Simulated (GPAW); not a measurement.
# CoSi (P1) in GPAW: hyperfine couplings with LDA

Aim: the hyperfine couplings of CoSi with LDA.

Everything below comes from runs of GPAW 26.7.0. Logs are shortened: lines on timing, memory, paths and dates and some standing lists are left out, and cuts for length are marked. The log counts tension as positive stress, the text compression.

## 1. The cell of the first run

The typed cell holds 2 atoms: a = 2.873 Å, b = 2.743 Å, c = 2.832 Å, α = 90.99°, β = 89.60°, γ = 91.61°.

The cell comes from a database or a generator and needn't be the stable form of this composition.

## 2. Hyperfine couplings, LDA, collinear spin, ferromagnetic start

run.py

```python
import numpy as np
from ase.dft.bandgap import bandgap
from ase.io import read, write
from ase.units import Bohr, GPa
from gpaw import GPAW, PW
from gpaw.elf import elf_from_dft_calculation
from gpaw.hyperfine import hyperfine_parameters

atoms = read('POSCAR')
atoms.set_initial_magnetic_moments([2.0, 0.0])

calc = GPAW(mode=PW(600),
            xc='LDA',
            kpts={'size': (9, 10, 9), 'gamma': True},
            occupations={'name': 'fermi-dirac', 'width': 0.05},
            nbands=16,
            convergence={'density': 1e-05, 'energy': 1e-05},
            maxiter=150,
            txt='gpaw.txt')
atoms.calc = calc
energy = atoms.get_potential_energy()
forces = atoms.get_forces()
stress = atoms.get_stress()
calc.write('gs.gpw')
write('result.traj', atoms)
print(f'Energy: {energy:.6f} eV')
print('Forces (eV/A):')
print(forces.round(4))
print('Stress (GPa):', (stress / GPa).round(3))
print('Moments:', calc.get_magnetic_moments().round(3))
print('Fermi level:', round(calc.get_fermi_level(), 4), 'eV')
print(f'Gap: {bandgap(calc)[0]:.4f} eV, direct: {bandgap(calc, direct=True)[0]:.4f} eV')

mu_N = 3.15245125e-8  # eV/T
for core in (True, False):
    A = hyperfine_parameters(calc, exclude_core=not core)
    for a, A_vv in zip(atoms, A):
        iso = np.trace(A_vv) / 3
        dip = np.linalg.eigvalsh(A_vv - iso * np.eye(3))
        print('with core' if core else 'valence', a.symbol, f'contact field {iso / (2 * mu_N):.3f} T, dipolar',
              *(dip / (2 * mu_N)).round(3), 'T')

# fields on the real-space grid
write('density.cube', atoms, data=calc.get_pseudo_density() * Bohr**3)
write('potential.cube', atoms, data=calc.get_electrostatic_potential())
write('spin.cube', atoms, data=(calc.get_pseudo_density(spin=0) - calc.get_pseudo_density(spin=1)) * Bohr**3)
write('elf.cube', atoms, data=elf_from_dft_calculation(calc).data)
```

POSCAR

```
CoSi
1.0
    2.8722606400     -0.0393196700      0.0097061400
   -0.0393196700      2.7429921600     -0.0240786400
    0.0097061400     -0.0240786400      2.8315353700
Co Si
1 1
Direct
    0.9210680600      0.9948622900      0.9022598400
    0.5789319400      0.5051377100      0.5977401600
```

Potentials or basis: the program's PAW data sets (release 1.2.1) made for this functional, pw.

Run with:

```
> OMP_NUM_THREADS=1 python run.py
```

gpaw.txt:

```text
__  _  _
 | _ |_)|_||  |
 |__||  | ||/\| - 26.7.0

Input parameters:
  mode=PW(ecut=600.0),
  convergence={'density': 1e-05, 'energy': 1e-05},
  kpts=MonkhorstPack(size=(9, 10, 9), gamma=True),
  maxiter=150,
  nbands=16,
  occupations=Occupations(name='fermi-dirac', width=0.05),
  xc=XC(name='LDA')

Diagonalizing LCAO Hamiltonian
Converting LCAO to pw mode

          Co
       Si

Atoms  # Å, Bohr magnetons
|   | symbol |        x |        y |        z |    initial magnetic moments |
|---|--------|----------|----------|----------|-----------------------------|
| 0 |     Co | 2.615187 | 2.670958 | 2.539766 | ( 0.0000,  0.0000,  2.0000) |
| 1 |     Si | 1.648783 | 1.348433 | 1.685979 | ( 0.0000,  0.0000,  0.0000) |

Unit cell  # Å
| periodic |         x |         y |         z |  lengths |    angles |
|----------|-----------|-----------|-----------|----------|-----------|
|      yes |  2.872261 | -0.039320 |  0.009706 | 2.872546 | 90.992867 |
|      yes | -0.039320 |  2.742992 | -0.024079 | 2.743380 | 89.603363 |
|      yes |  0.009706 | -0.024079 |  2.831535 | 2.831654 | 91.607183 |

Number of symmetries: 1
Symmetry operations  # r_c * U_cc + t_c -> r_c
|   | kind |            matrix            |
|---|------|------------------------------|
| 0 |  E   |  1, 0, 0,  0, 1, 0,  0, 0, 1 |

BZ-sampling:
  Number of BZ points: 810
  Number of IBZ points: 406

  Monkhorst-Pack size: [9, 10, 9]
  Monkhorst-Pack shift: [0.0, 0.05, 0.0]

K-points  # in reciprocal-cell coordinates
|     |                                coordinates |     weight |
|-----|--------------------------------------------|------------|
|   0 | (  0.00000000,   0.00000000,   0.00000000) | 0.00123457 |
|   1 | (  0.00000000,   0.00000000,   0.11111111) | 0.00246914 |
|   2 | (  0.00000000,   0.00000000,   0.22222222) | 0.00246914 |
|   3 | (  0.00000000,   0.00000000,   0.33333333) | 0.00246914 |
|   4 | (  0.00000000,   0.00000000,   0.44444444) | 0.00246914 |
|   5 | (  0.00000000,   0.10000000,  -0.44444444) | 0.00246914 |
|   6 | (  0.00000000,   0.10000000,  -0.33333333) | 0.00246914 |
|   7 | (  0.00000000,   0.10000000,  -0.22222222) | 0.00246914 |
|   8 | (  0.00000000,   0.10000000,  -0.11111111) | 0.00246914 |
|   9 | (  0.00000000,   0.10000000,   0.00000000) | 0.00246914 |
| ... |                                            |            |
| 405 | (  0.44444444,   0.50000000,   0.44444444) | 0.00246914 |

Plane wave coefficients: 756
Cutoff: 600.0 eV

Spin-components: 2 (collinear spins)
Bands:           16
Projectors:      11
Spin-degeneracy: 1
Datatype:        complex128

Parallelization:
  kpt:    1
  domain: 1
  band:   1

Density:
  Valence electrons: 13.0
  Components: 2
  Grid points: [18 16 16]
  Charge: 0.0  # |e|

Potential:
  Grid points: [18 16 16]

species:
  Co:
    name:    Cobalt
    Z:       27.0
    valence: 9
    core:    18
    charge:  0.0  # [|e|]
    compensation charges:
      type: gauss
      rc: 0.32  # [Å]
      lmax: 2
    cutoffs:
      filter: 1.87  # [Å]
      core: 2.55  # [Å]
    projectors
    | kind |    occ | energy [eV] | rcut [Å] |
    |------|--------|-------------|----------|
    |   4s |  2.000 |      -5.672 |    1.005 |
    |   4p |  0.000 |      -1.387 |    1.058 |
    |   3d |  7.000 |      -8.461 |    1.005 |
    |    s |        |      21.539 |    1.005 |
    |    p |        |      25.825 |    1.058 |
    |    d |        |      18.750 |    1.005 |

    Using partial waves for Co as LCAO basis

  Si:
    name:    Silicon
    Z:       14.0
    valence: 4
    core:    10
    charge:  0.0  # [|e|]
    compensation charges:
      type: gauss
      rc: 0.33  # [Å]
      lmax: 2
    cutoffs:
      filter: 1.86  # [Å]
      core: 2.06  # [Å]
    projectors
    | kind |    occ | energy [eV] | rcut [Å] |
    |------|--------|-------------|----------|
    |   3s |  2.000 |     -10.878 |    1.058 |
    |   3p |  2.000 |      -4.162 |    1.058 |
    |    s |        |      16.334 |    1.058 |
    |    p |        |      23.049 |    1.058 |
    |    d |        |       0.000 |    1.058 |

    Using partial waves for Si as LCAO basis

Reference energy: -45696.979887  # eV

eigensolver:
  PPCG
  Converge bands: occupied
  niter=2

density mixing:
  MSR1-Mixer
  Pratt-step length: 0.05
  Maximum mixing coefficient: 0.75
  Old densities: 10
  SVD Regularization: 0.005
  Good broyden scale: 1.0
  Trust region scale: 1.0
  Backstep threshold: 4.0
  History deletion threshold: 6.0
  Fourier metric: weight=20.0, sigma=0.015

occupation numbers:
  Fermi-Dirac:
    width: 0.0500  # eV

poisson solver:
  ecut: 4800.0  # eV

xc functional:
  name: None

convergence criteria:
- Maximum integral of absolute [dens]ity change: 1e-05 electrons / valence electron
- Maximum [total energy] change in last 3 cyles: 1e-05 eV / valence electron
- Maximum integral of absolute [eigenst]ate change: 4e-08 eV^2 / valence electron
maximum number of iterations: 150

SCF iterations
|iter     | |      energy | eigst |  dens |  magmom |
|---------|-|-------------|-------|-------|---------|
|iter:   1| |  -14.990614 | +0.83 |       |  +2.0038|
|iter:   2| |  -14.724118 | -1.08 | -0.61 |  +1.9290|
|iter:   3| |  -14.325766 | -1.13 | -0.67 |  +1.3757|
|iter:   4| |  -14.366240 | -1.76 | -0.94 |  +0.7988|
|iter:   5| |  -14.417241 | -1.77 | -1.36 |  +0.2456|
|iter:   6| |  -14.421724 | -2.67 | -1.82 |  +0.1568|
|iter:   7| |  -14.425190 | -3.51 | -2.02 |  +0.0733|
|iter:   8| |  -14.425825 | -3.76 | -2.31 |  +0.0342|
|iter:   9| |  -14.426013 | -4.73 | -2.67 |  +0.0111|
|iter:  10| |  -14.426045 | -5.75 | -3.21 |  +0.0033|
|iter:  11| |  -14.426046c| -6.83 | -3.68 |  +0.0008|
|iter:  12| |  -14.426045c| -7.84c| -4.25 |  +0.0002|
|iter:  13| |  -14.426045c| -8.35c| -5.01c|  -0.0000|

Converged in 13 steps
Energy contributions relative to reference atoms: (reference = -45696.979887)

Energy contributions:
  Kinetic:          43.494844
  Coulomb:         -33.327376
  Zero:             -0.053891
  External:          0.000000
  Xc:              -24.533468
  Entropy:          -0.012307
  Spinorbit:         0.000000
  ----------------------------
  Free energy:     -14.432199
  Extrapolated:    -14.426045

dipole moment: (5.709660, 7.111688, 5.341993)  # |e|*Ang

Total magnetic moment: (0.000000, 0.000000, -0.000015)

Local magnetic moments
|        x |        y |         z |
|----------|----------|-----------|
| 0.000000 | 0.000000 | -0.000023 |  # Co   0
| 0.000000 | 0.000000 |  0.000002 |  # Si   1

Fermi level: 11.271
Eigenvalues  # (at kpt = [0.000, 0.000, 0.000])
| band index |      eig [eV] | occ [0-1] |      eig [eV] | occ [0-1] |
|------------|---------------|-----------|---------------|-----------|
|          0 |        -2.172 |     1.000 |        -2.172 |     1.000 |
|          1 |         6.910 |     1.000 |         6.910 |     1.000 |
|          2 |         7.262 |     1.000 |         7.262 |     1.000 |
|          3 |         9.012 |     1.000 |         9.012 |     1.000 |
|          4 |         9.854 |     1.000 |         9.854 |     1.000 |
|          5 |        10.150 |     1.000 |        10.150 |     1.000 |
|          6 |        15.018 |     0.000 |        15.018 |     0.000 |
|          7 |        15.990 |     0.000 |        15.990 |     0.000 |
|          8 |        16.049 |     0.000 |        16.049 |     0.000 |
|          9 |        18.387 |     0.000 |        18.386 |     0.000 |
|         10 |        18.844 |     0.000 |        18.844 |     0.000 |
|         11 |        22.031 |     0.000 |        22.031 |     0.000 |
|         12 |        29.339 |     0.000 |        29.339 |     0.000 |
|         13 |        29.755 |     0.000 |        29.755 |     0.000 |
|        ... |               |           |               |           |
|         15 |        34.073 |     0.000 |        34.073 |     0.000 |

No gap
No difference between direct/indirect transitions

Forces  # eV/Ang
|        x |        y |        z |
|----------|----------|----------|
|  5.82524 |  2.00914 |  5.45834 |  # Co   0
| -5.82527 | -2.00917 | -5.45832 |  # Si   1

Stress tensor  # eV/Ang^3
|         x |         y |         z |
|-----------|-----------|-----------|
| -0.143970 | -0.080736 | -0.273891 |
| -0.080736 | -0.411024 | -0.072862 |
| -0.273891 | -0.072862 | -0.082370 |

# Writing to gs.gpw (mode='')
```

stdout:

```text
Energy: -14.426045 eV
Forces (eV/A):
[[ 5.8252  2.0091  5.4583]
 [-5.8253 -2.0092 -5.4583]]
Stress (GPa): [-23.067 -65.853 -13.197 -11.674 -43.882 -12.935]
Moments: [-0.  0.]
Fermi level: 11.2712 eV
Gap: 0.0000 eV, direct: 0.0000 eV
with core Co contact field 0.001 T, dipolar -0.0 -0.0 0.0 T
with core Si contact field -0.000 T, dipolar -0.0 -0.0 0.0 T
valence Co contact field 0.000 T, dipolar -0.0 -0.0 0.0 T
valence Si contact field -0.000 T, dipolar -0.0 -0.0 0.0 T
```

Wall time 1.9 min (1 thread of Intel Xeon 6975P-C (Granite Rapids), shared host); peak memory 0.37 GiB.

What came out:

```yaml
Free_energy: -14.4322 eV
Pressure: 34.0 GPa
Largest_force: 8.232 eV/Å
Band_gap_on_the_k_mesh: none (metal or under the smearing width)
Net_moment: 0.00 μB per cell
```

Forces on the atoms (eV/Å):
```
Co   5.825  2.009  5.458
Si  -5.825 -2.009 -5.458
```

Caveat: the dipolar part lacks the spin inside other atoms' spheres; the starting moments collapsed, and a magnetic state may lie lower; so large a pressure means that the cell lies far from this level's equilibrium, or that cutoff or potentials fall short; forces of over 1 eV/Å show positions far from the minimum, so gaps and moduli don't describe the material at rest.
